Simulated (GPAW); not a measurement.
# CdS (Greenockite): band structure with PBEsol

**Experimental background.**

“Isotope dependence of band-gap energy”, 2008, arxiv:0807.2152 quotes, for a bulk crystal of CdS: band gap 2.5809 ± 0.0002 eV.

Crystal: CdS (Greenockite).

```
Cd S
1.0
     4.15000    0.00000    0.00000
    -2.07500    3.59401    0.00000
     0.00000    0.00000    6.73700
Cd S
2 2
Cartesian
  2.0750 1.1980 3.3685
  0.0000 2.3960 0.0000
  2.0750 1.1980 5.8949
  0.0000 2.3960 2.5264
```

| Item | Value |
| --- | --- |
| Program | GPAW 26.7.0 |
| Task | band structure |
| Functional | PBEsol |
| Potentials or basis | PAW data sets generated in the run's folder for this functional |
| Cutoff | 600 eV |
| Basis | pw |
| k mesh | 7 × 7 × 4 |
| Occupations | fermi-dirac, width 0.05 eV |
| Spin | no spin polarisation |
| Maxiter | 150 |
| Band path | GMKGALHA,LM,KH |
| Band points | 60 |

```yaml
Pressure: -1.2 GPa
Largest_force: 0.065 eV/Å
Band_gap_on_the_k_mesh: 1.04 eV, direct
Band_gap_along_the_path: 1.04 eV, direct
```

Forces in eV/Å, atoms in the order of the input:
```
Cd   0.000  0.000 -0.065
Cd   0.000  0.000 -0.065
S    0.000  0.000  0.064
S    0.000  0.000  0.065
```

Stress tensor (GPa, compression positive):
```
-1.38  0.00  0.00
 0.00 -1.38  0.00
 0.00  0.00 -0.80
```

Levels at the corners of the path, in eV from the valence-band top:
| point | band 16 | band 17 | band 18 | band 19 | band 20 | band 21 |
| --- | --- | --- | --- | --- | --- | --- |
| Γ | -0.05 | 0.00 | 0.00 | 1.04 | 2.65 | 6.32 |
| M | -1.89 | -1.32 | -0.75 | 3.58 | 3.75 | 4.97 |
| K | -1.88 | -1.88 | -1.63 | 4.49 | 4.99 | 4.99 |
| Γ | -0.05 | 0.00 | 0.00 | 1.04 | 2.65 | 6.32 |
| A | -0.40 | -0.40 | -0.40 | 2.71 | 2.71 | 6.03 |
| L | -1.35 | -1.34 | -1.34 | 3.33 | 3.33 | 5.26 |
| H | -2.44 | -1.13 | -1.13 | 4.26 | 4.26 | 5.94 |
| A | -0.40 | -0.40 | -0.40 | 2.71 | 2.71 | 6.03 |
| L | -1.35 | -1.34 | -1.34 | 3.33 | 3.33 | 5.26 |
| M | -1.89 | -1.32 | -0.75 | 3.58 | 3.75 | 4.97 |
| K | -1.88 | -1.88 | -1.63 | 4.49 | 4.99 | 4.99 |
| H | -2.44 | -1.13 | -1.13 | 4.26 | 4.26 | 5.94 |

Run time: 2.6 min on 1 thread of Arm Neoverse V2 (shared host), peak memory 0.47 GiB.

Measured gap of CdS: 2.5809 eV (quoted in “Isotope dependence of band-gap energy”, 2008, arxiv:0807.2152). This calculation gives 1.04 eV (-1.54 eV). So large a miss can be the level of theory's own, or it may mean another phase, state or a wrong row. Spin-orbit coupling on Cd is left out. The value is that of PBEsol, without temperature or zero-point motion. Semilocal functionals fall short of measured gaps as a rule.
